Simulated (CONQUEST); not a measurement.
Hg:

```
CELL_PARAMETERS angstrom
3.75347 0.00000 0.00000
0.00000 3.75347 0.00000
0.00000 0.00000 3.83369
ATOMIC_POSITIONS crystal
Hg 0.00000 0.00000 0.50000
Hg 0.50000 0.50000 0.00000
```

| Quantity | Value |
| --- | --- |
| Program | CONQUEST 1.3 |
| Task | single point |
| Functional | PBE |
| Potentials or basis | PseudoDojo NC PBE, DZP, grid cutoff 120 Ha |
| k mesh | 7 × 7 × 7 |
| Occupations | fermi-dirac, width 0.05 eV |
| Spin | no spin polarisation |

On this cell: pressure 2.0 GPa; largest force under 0.003 eV/Å; band gap on the k mesh none (metal or under the smearing width).

The same run follows on a disturbed copy (atoms of the box moved at random, drawn with an rms of 0.05 Å):

```
Hg
1.0
     3.75347    0.00000    0.00000
     0.00000    3.75347    0.00000
     0.00000    0.00000    3.83369
Hg
2
Direct
  0.98667 0.00915 0.51046
  0.49874 0.48625 0.00604
```

Problem. What changes?

Solution. The energy (extrapolated to zero smearing) moves by +2.6 meV/atom; pressure 2.0 GPa; largest force 0.138 eV/Å; band gap on the k mesh none (metal or under the smearing width).

Forces on the atoms (eV/Å):
```
Hg   0.055 -0.096 -0.033
Hg  -0.069  0.118  0.018
```

Stress tensor (GPa, compression positive):
```
 2.18 -0.05 -0.05
-0.05  2.04  0.08
-0.05  0.08  1.93
```

The forces don't sum to zero, so they hold noise of the program's grid.

Caveats: the box holds several primitive cells, so bands are folded and the points are those of the box's own zone; the basis of atomic orbitals isn't converged, which shifts pressures, moduli and gaps.
